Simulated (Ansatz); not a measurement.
This geometry of a periodic cell of 63 atoms, Si (host Si, host structure diamond, one Si atom removed), cell charge +2 is a first-order saddle point.

These are results of DFT LDA, scalar-relativistic, plane waves, PAW (Ansatz 0.2.0), not measurements. Settings: PAW set soft_1, cutoff 420 eV, k mesh 1x1x1, gaussian smearing 0.05 eV, no spin polarisation.

```xyz
63
Lattice="10.8600 0.0000 0.0000 0.0000 10.8600 0.0000 0.0000 0.0000 10.8600" Properties=species:S:1:pos:R:3
Si 5.455 0.006 0.000
Si 6.776 1.387 1.369
Si 8.147 2.714 -0.002
Si 9.473 4.084 1.369
Si 8.146 0.006 2.691
Si 9.523 1.338 4.069
Si 0.016 -0.015 -0.033
Si 1.338 1.354 1.348
Si 2.716 2.731 0.016
Si 4.051 4.158 1.443
Si 5.415 5.446 0.032
Si 6.702 6.810 1.444
Si 8.129 8.144 0.016
Si 9.506 9.523 1.348
Si 2.725 -0.004 2.706
Si 4.074 1.359 4.071
Si 5.415 2.747 2.730
Si 6.703 4.158 4.095
Si 8.114 5.445 2.730
Si 9.501 6.786 4.071
Si 5.440 -0.003 5.421
Si 6.798 1.354 6.808
Si 8.130 2.731 5.429
Si 9.507 4.063 6.808
Si 8.179 -0.016 8.129
Si 9.505 1.356 9.500
Si -0.005 5.406 0.000
Si 1.353 6.793 1.357
Si 2.718 8.143 -0.006
Si 4.068 9.508 1.357
Si -0.005 2.715 2.691
Si 1.352 4.073 4.078
Si 2.690 5.568 2.852
Si 3.397 7.462 4.752
Si 5.293 8.171 2.853
Si 6.788 9.508 4.078
Si 0.091 -0.090 5.404
Si 1.377 1.322 6.768
Si 2.718 2.710 5.427
Si 4.068 4.073 6.793
Si 5.294 5.567 5.455
Si 6.788 6.793 6.793
Si 8.151 8.143 5.427
Si 9.539 9.483 6.768
Si 2.742 -0.089 8.056
Si 4.076 1.338 9.483
Si 5.455 2.715 8.150
Si 6.776 4.085 9.532
Si 8.146 5.406 8.150
Si 9.522 6.785 9.483
Si 0.004 8.136 2.706
Si 1.500 9.361 4.043
Si 0.004 5.421 5.421
Si 1.499 6.759 6.646
Si 4.102 9.362 6.646
Si 0.016 2.682 8.129
Si 1.337 4.063 9.499
Si 2.724 5.421 8.141
Si 4.074 6.786 9.504
Si 5.440 8.136 8.141
Si 6.797 9.523 9.499
Si 0.090 8.119 8.056
Si 1.377 9.484 9.467
```

(1) Which two structures does it join? (They come from a converged band through this point; their orientation in space is the band's.)

(2) How far does it lie above each of them?

Answers

(1) Contacts lost: Si33–Si34, Si34–Si35, Si34–Si41. Contacts made: Si34–Si52, Si34–Si54, Si34–Si55. The atom that moves furthest is Si34, by 2.56 Å.

First end point:

```xyz
63
Lattice="10.8600 0.0000 0.0000 0.0000 10.8600 0.0000 0.0000 0.0000 10.8600" Properties=species:S:1:pos:R:3
Si 5.435 -0.004 -0.003
Si 6.794 1.355 1.352
Si 8.150 2.712 -0.004
Si 9.506 4.068 1.351
Si 8.149 -0.004 2.711
Si 9.509 1.352 4.050
Si 0.004 -0.003 -0.006
Si 1.343 1.351 1.356
Si 2.719 2.711 -0.004
Si 4.096 4.072 1.355
Si 5.435 5.426 -0.007
Si 6.790 6.766 1.355
Si 8.150 8.141 -0.005
Si 9.510 9.517 1.356
Si 2.747 -0.007 2.714
Si 4.075 1.365 4.071
Si 5.435 2.711 2.711
Si 6.790 4.071 4.051
Si 8.151 5.426 2.711
Si 9.497 6.786 4.071
Si 5.432 -0.007 5.400
Si 6.790 1.351 6.801
Si 8.150 2.711 5.427
Si 9.511 4.072 6.801
Si 8.151 -0.003 8.141
Si 9.506 1.357 9.499
Si 0.005 5.427 -0.004
Si 1.364 6.785 1.344
Si 2.719 8.141 -0.003
Si 4.075 9.497 1.343
Si 0.005 2.713 2.711
Si 1.364 4.058 4.072
Si 2.693 5.428 2.715
Si 4.144 6.716 4.001
Si 5.432 8.168 2.715
Si 6.803 9.496 4.072
Si 0.007 -0.007 5.452
Si 1.365 1.363 6.782
Si 2.720 2.711 5.427
Si 4.075 4.059 6.782
Si 5.431 5.429 5.453
Si 6.803 6.786 6.782
Si 8.150 8.141 5.427
Si 9.497 9.497 6.782
Si 2.694 -0.007 8.139
Si 4.095 1.352 9.496
Si 5.435 2.713 8.141
Si 6.795 4.068 9.499
Si 8.150 5.426 8.141
Si 9.511 6.767 9.495
Si 0.008 8.115 2.715
Si 1.296 9.566 4.002
Si 0.008 5.430 5.400
Si 1.298 6.720 6.847
Si 4.143 9.565 6.851
Si 0.006 2.712 8.140
Si 1.345 4.072 9.496
Si 2.745 5.430 8.138
Si 4.074 6.786 9.509
Si 5.431 8.115 8.138
Si 6.790 9.517 9.496
Si 0.009 8.167 8.138
Si 1.364 9.497 9.509
```

Last end point:

```xyz
63
Lattice="10.8600 0.0000 0.0000 0.0000 10.8600 0.0000 0.0000 0.0000 10.8600" Properties=species:S:1:pos:R:3
Si 5.448 -0.003 0.003
Si 6.789 1.358 1.356
Si 8.146 2.714 -0.001
Si 9.502 4.071 1.356
Si 8.142 -0.003 2.697
Si 9.502 1.357 4.072
Si -0.001 0.001 -0.001
Si 1.356 1.357 1.356
Si 2.697 2.718 0.003
Si 4.097 4.079 1.364
Si 5.429 5.431 -0.010
Si 6.781 6.763 1.364
Si 8.142 8.163 0.003
Si 9.503 9.504 1.356
Si 2.716 0.010 2.716
Si 4.072 1.357 4.072
Si 5.429 2.705 2.716
Si 6.781 4.079 4.048
Si 8.155 5.431 2.716
Si 9.502 6.787 4.072
Si 5.429 0.010 5.429
Si 6.789 1.357 6.789
Si 8.142 2.718 5.448
Si 9.503 4.071 6.789
Si 8.146 0.001 8.146
Si 9.502 1.357 9.502
Si 0.003 5.412 0.003
Si 1.364 6.812 1.364
Si 2.716 8.144 -0.010
Si 4.048 9.496 1.364
Si 0.003 2.718 2.697
Si 1.364 4.079 4.097
Si 2.664 5.379 2.664
Si 2.664 8.196 5.481
Si 5.481 8.196 2.664
Si 6.781 9.496 4.097
Si 0.003 -0.003 5.448
Si 1.356 1.358 6.789
Si 2.716 2.705 5.429
Si 4.048 4.079 6.781
Si 5.481 5.379 5.481
Si 6.781 6.812 6.781
Si 8.155 8.144 5.429
Si 9.502 9.504 6.789
Si 2.697 -0.003 8.142
Si 4.072 1.357 9.502
Si 5.448 2.718 8.142
Si 6.789 4.071 9.503
Si 8.142 5.412 8.142
Si 9.502 6.787 9.502
Si -0.010 8.144 2.716
Si 1.364 9.496 4.048
Si -0.010 5.431 5.429
Si 1.364 6.763 6.781
Si 4.097 9.496 6.781
Si -0.001 2.714 8.146
Si 1.356 4.071 9.502
Si 2.716 5.431 8.155
Si 4.072 6.787 9.502
Si 5.429 8.144 8.155
Si 6.789 9.504 9.502
Si 0.003 8.163 8.142
Si 1.356 9.504 9.503
```

(2) 0.62 eV above the first and 0.62 eV above the second. This is the barrier of this one path; another mechanism may lie lower. Limits of this set-up: coarse k mesh, PAW files made for another functional, charged cell in a uniform background, uncorrected.

The run took 20 min on 4 threads of Arm Neoverse N1, with other jobs on the host, peak memory 3.2 GiB.
